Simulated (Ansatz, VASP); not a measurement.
**One calculation of Na, two programs**

```
Na
1.0
    -2.14100    2.14100    2.14100
     2.14100   -2.14100    2.14100
     2.14100    2.14100   -2.14100
Na
1
Direct
  0.00000 0.00000 0.00000
```

Alike in both runs: functional RPBE; k mesh 5 × 5 × 5; occupations fermi-dirac, width 0.05 eV; no spin polarisation.

|  | VASP | Ansatz |
| --- | --- | --- |
| version | VASP 6.6.1 | Ansatz 0.2.0 |
| potentials or method | VASP PAW PBE potentials, release 64 (Na_pv) | Ansatz PAW |
| plane-wave cutoff (eV) | 520 | 420 |
| valence electrons in the cell | 7 | 9 |
| task | single point | band structure |

|  | VASP | Ansatz | Ansatz less VASP |
| --- | --- | --- | --- |
| gap on the k mesh at the Fermi level (eV) | none | none | - |
| pressure (GPa) | 0.1 | 0.1 | -0.01 |

A gap of «none» marks a metal or a gap that the smearing closes. The two sets of potentials don't hold the same shells in valence.

Caveats: the k mesh is coarse (spacing up to 0.42 Å⁻¹), so the values aren't converged; the PAW data sets were made with another functional, which shifts forces and pressure a little (VASP); the PAW data sets come from PBE, with cores solved anew for the run's functional, which leaves a small shift of forces and pressure (Ansatz).
